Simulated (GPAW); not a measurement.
# BN (P6_3mc) in GPAW: single point with PBE

Aim: the single point of BN with PBE.

Program: GPAW 26.7.0. These are calculated values, not measurements. Logs are shortened: lines on timing, memory, paths and dates and some standing lists are left out, and cuts for length are marked. The log counts tension as positive stress, the text compression.

### Step 1. The crystal as given

Symmetry: P6_3mc, No. 186, hexagonal system. The conventional cell has a = 2.554 Å, b = 2.554 Å, c = 4.227 Å, α = 90.00°, β = 90.00°, γ = 120.00°. N (site symmetry 3m) has 4 B at 1.57 to 1.58 Å as nearest neighbours. Around B (site symmetry 3m) lie 4 N at 1.57 to 1.58 Å.

Measurements of this composition are mostly on another form, of space group No. 194.

### Step 2. Single point, PBE

run.py reads:

```python
from ase.dft.bandgap import bandgap
from ase.io import read, write
from ase.units import GPa
from gpaw import GPAW, PW

atoms = read('BN.xyz')

calc = GPAW(mode=PW(600),
            xc='PBE',
            kpts={'size': (10, 10, 5), 'gamma': True},
            occupations={'name': 'fermi-dirac', 'width': 0.05},
            nbands=18,
            maxiter=120,
            txt='gpaw.txt')
atoms.calc = calc
energy = atoms.get_potential_energy()
forces = atoms.get_forces()
stress = atoms.get_stress()
calc.write('gs.gpw')
write('result.traj', atoms)
print(f'Energy: {energy:.6f} eV')
print('Forces (eV/A):')
print(forces.round(4))
print('Stress (GPa):', (stress / GPa).round(3))
print('Fermi level:', round(calc.get_fermi_level(), 4), 'eV')
print(f'Gap: {bandgap(calc)[0]:.4f} eV, direct: {bandgap(calc, direct=True)[0]:.4f} eV')
```

BN.xyz reads:

```xyz
4
Lattice="2.5539396017 0.0000000000 0.0000000000 -1.2769698009 2.2117765748 0.0000000000 0.0000000000 0.0000000000 4.2268550000" Properties=species:S:1:pos:R:3 pbc="T T T"
N     -0.0000000002      1.4745177166      0.5295234870
N      1.2769698010      0.7372588582      2.6429509870
B     -0.0000000002      1.4745177166      2.1122608880
B      1.2769698010      0.7372588582      4.2256883880
```

Potentials or basis: GPAW PAW data sets (gpaw-data 1.2.1), pw.

Launch:

```console
$ OMP_NUM_THREADS=1 python run.py
```

gpaw.txt:

```text
__  _  _
 | _ |_)|_||  |
 |__||  | ||/\| - 26.7.0

Input parameters:
  mode=PW(ecut=600.0),
  kpts=MonkhorstPack(size=(10, 10, 5), gamma=True),
  maxiter=120,
  nbands=18,
  occupations=Occupations(name='fermi-dirac', width=0.05),
  xc=XC(name='PBE')

Diagonalizing LCAO Hamiltonian
Converting LCAO to pw mode

          B

        B N

        N

Atoms  # Å, Bohr magnetons
|   | symbol |         x |        y |        z |    initial magnetic moments |
|---|--------|-----------|----------|----------|-----------------------------|
| 0 |      N | -0.000000 | 1.474518 | 0.529523 | ( 0.0000,  0.0000,  0.0000) |
| 1 |      N |  1.276970 | 0.737259 | 2.642951 | ( 0.0000,  0.0000,  0.0000) |
| 2 |      B | -0.000000 | 1.474518 | 2.112261 | ( 0.0000,  0.0000,  0.0000) |
| 3 |      B |  1.276970 | 0.737259 | 4.225688 | ( 0.0000,  0.0000,  0.0000) |

Unit cell  # Å
| periodic |         x |        y |        z |  lengths |     angles |
|----------|-----------|----------|----------|----------|------------|
|      yes |  2.553940 | 0.000000 | 0.000000 | 2.553940 |  90.000000 |
|      yes | -1.276970 | 2.211777 | 0.000000 | 2.553940 |  90.000000 |
|      yes |  0.000000 | 0.000000 | 4.226855 | 4.226855 | 120.000000 |

Number of symmetries: 6
Symmetry operations  # r_c * U_cc + t_c -> r_c
|   | kind |            matrix            |
|---|------|------------------------------|
| 0 |  σ   |  1, 1, 0,  0,-1, 0,  0, 0, 1 |
| 1 |  E   |  1, 0, 0,  0, 1, 0,  0, 0, 1 |
| 2 |  C3  |  0, 1, 0, -1,-1, 0,  0, 0, 1 |
| 3 |  σ   |  0,-1, 0, -1, 0, 0,  0, 0, 1 |
| 4 |  σ   | -1, 0, 0,  1, 1, 0,  0, 0, 1 |
| 5 |  C3  | -1,-1, 0,  1, 0, 0,  0, 0, 1 |

BZ-sampling:
  Number of BZ points: 500
  Number of IBZ points: 58

  Monkhorst-Pack size: [10, 10, 5]
  Monkhorst-Pack shift: [0.05, 0.05, 0.0]

K-points  # in reciprocal-cell coordinates
|     |                                coordinates |     weight |
|-----|--------------------------------------------|------------|
|   0 | (  0.00000000,   0.00000000,   0.00000000) | 0.00200000 |
|   1 | (  0.00000000,   0.00000000,   0.20000000) | 0.00400000 |
|   2 | (  0.00000000,   0.00000000,   0.40000000) | 0.00400000 |
|   3 | (  0.10000000,   0.00000000,  -0.40000000) | 0.01200000 |
|   4 | (  0.10000000,   0.00000000,  -0.20000000) | 0.01200000 |
|   5 | (  0.10000000,   0.00000000,   0.00000000) | 0.01200000 |
|   6 | (  0.10000000,   0.00000000,   0.20000000) | 0.01200000 |
|   7 | (  0.10000000,   0.00000000,   0.40000000) | 0.01200000 |
|   8 | (  0.20000000,  -0.10000000,   0.00000000) | 0.01200000 |
|   9 | (  0.20000000,  -0.10000000,   0.20000000) | 0.02400000 |
| ... |                                            |            |
|  57 | (  0.50000000,   0.50000000,   0.40000000) | 0.01200000 |

Plane wave coefficients: 807
Cutoff: 600.0 eV

Spin-components: 1 (collinear spins)
Bands:           18
Projectors:      20
Spin-degeneracy: 2
Datatype:        complex128

Parallelization:
  kpt:    1
  domain: 1
  band:   1

Density:
  Valence electrons: 16.0
  Components: 1
  Grid points: [15 15 24]
  Charge: 0.0  # |e|

Potential:
  Grid points: [15 15 24]

species:
  N:
    name:    Nitrogen
    Z:       7.0
    valence: 5
    core:    2
    charge:  0.0  # [|e|]
    compensation charges:
      type: gauss
      rc: 0.18  # [Å]
      lmax: 2
    cutoffs:
      filter: 1.11  # [Å]
      core: 0.96  # [Å]
    projectors
    | kind |    occ | energy [eV] | rcut [Å] |
    |------|--------|-------------|----------|
    |   2s |  2.000 |     -18.583 |    0.603 |
    |   2p |  3.000 |      -7.089 |    0.529 |
    |    s |        |       8.629 |    0.603 |
    |    p |        |      20.123 |    0.529 |
    |    d |        |       0.000 |    0.577 |

    Using partial waves for N as LCAO basis

  B:
    name:    Boron
    Z:       5.0
    valence: 3
    core:    2
    charge:  0.0  # [|e|]
    compensation charges:
      type: gauss
      rc: 0.20  # [Å]
      lmax: 2
    cutoffs:
      filter: 1.14  # [Å]
      core: 1.38  # [Å]
    projectors
    | kind |    occ | energy [eV] | rcut [Å] |
    |------|--------|-------------|----------|
    |   2s |  2.000 |      -9.443 |    0.635 |
    |   2p |  1.000 |      -3.606 |    0.635 |
    |    s |        |      17.768 |    0.635 |
    |    p |        |      23.605 |    0.635 |
    |    d |        |       0.000 |    0.635 |

    Using partial waves for B as LCAO basis

Reference energy: -4302.422143  # eV

eigensolver:
  PPCG
  Converge bands: occupied
  niter=2

density mixing:
  MSR1-Mixer
  Pratt-step length: 0.05
  Maximum mixing coefficient: 0.75
  Old densities: 10
  SVD Regularization: 0.005
  Good broyden scale: 1.0
  Trust region scale: 1.0
  Backstep threshold: 4.0
  History deletion threshold: 6.0
  Fourier metric: weight=20.0, sigma=0.015

occupation numbers:
  Fermi-Dirac:
    width: 0.0500  # eV

poisson solver:
  ecut: 4800.0  # eV

xc functional:
  name: PBE with 2 nearest neighbor stencil

convergence criteria:
- Maximum [total energy] change in last 3 cyles: 0.0005 eV / valence electron
- Maximum integral of absolute [dens]ity change: 0.0001 electrons / valence electron
- Maximum integral of absolute [eigenst]ate change: 4e-08 eV^2 / valence electron
maximum number of iterations: 120

SCF iterations
|iter     | |      energy | eigst |  dens |
|---------|-|-------------|-------|-------|
|iter:   1| |  -36.165986 | +0.09 |       |
|iter:   2| |  -35.836134 | -1.98 | -0.75 |
|iter:   3| |  -34.590420 | -1.29 | -0.79 |
|iter:   4| |  -34.574466 | -2.84 | -1.38 |
|iter:   5| |  -34.573722 | -3.39 | -1.82 |
|iter:   6| |  -34.573863c| -5.19 | -2.58 |
|iter:   7| |  -34.573863c| -6.91 | -3.54 |
|iter:   8| |  -34.573863c| -8.67c| -4.27c|

Converged in 8 steps
Energy contributions relative to reference atoms: (reference = -4302.422143)

Energy contributions:
  Kinetic:          29.260899
  Coulomb:         -27.613954
  Zero:             -0.001716
  External:          0.000000
  Xc:              -36.219093
  Entropy:          -0.000000
  Spinorbit:         0.000000
  ----------------------------
  Free energy:     -34.573863
  Extrapolated:    -34.573863

dipole moment: (-0.000000, 0.000001, 4.483536)  # |e|*Ang

Fermi level: 13.056
Eigenvalues  # (at kpt = [0.000, 0.000, 0.000])
| band index |      eig [eV] | occ [0-2] |
|------------|---------------|-----------|
|          0 |       -10.209 |     2.000 |
|          1 |        -6.116 |     2.000 |
|          2 |        -0.736 |     2.000 |
|          3 |         8.005 |     2.000 |
|          4 |         8.005 |     2.000 |
|          5 |         9.842 |     2.000 |
[... 8 lines left out ...]
|         14 |        21.934 |     0.000 |
|         15 |        26.194 |     0.000 |
|        ... |               |           |
|         17 |        31.715 |     0.000 |

Gap: 5.378 eV
Transition (v -> c):
  (s=0, k=0, n=7, [0.00, 0.00, 0.00]) -> (s=0, k=39, n=8, [0.40, 0.30, 0.00])
Direct/indirect transitions are different
Direct gap: 8.216 eV
Transition at: (s=0, k=5, n=7, [0.10, 0.00, 0.00])

Forces  # eV/Ang
|        x |        y |        z |
|----------|----------|----------|
|  0.00000 | -0.00000 | -0.01578 |  # N    0
|  0.00000 | -0.00000 | -0.01558 |  # N    1
| -0.00000 |  0.00000 |  0.01654 |  # B    2
|  0.00000 |  0.00000 |  0.01639 |  # B    3

Stress tensor  # eV/Ang^3
|        x |         y |         z |
|----------|-----------|-----------|
| 0.075153 |  0.000000 |  0.000000 |
| 0.000000 |  0.075153 | -0.000000 |
| 0.000000 | -0.000000 |  0.078529 |

# Writing to gs.gpw (mode='')
```

It took 15 s on 1 thread of Arm Neoverse V1, shared host; peak memory 0.15 GiB.

Results:

```yaml
Free_energy: -34.5739 eV
Pressure: -12.2 GPa
Largest_force: 0.017 eV/Å
Band_gap_on_the_k_mesh: 5.38 eV, indirect (least direct gap 8.22 eV)
```

Forces on the atoms (eV/Å):
```
N    0.000  0.000 -0.016
N    0.000  0.000 -0.016
B    0.000  0.000  0.017
B    0.000  0.000  0.016
```

Caveat: the cutoff is short for stress and forces, so pressures can be off by a GPa or more; an odd mesh through Γ misses points on the zone boundary, where band edges often lie.
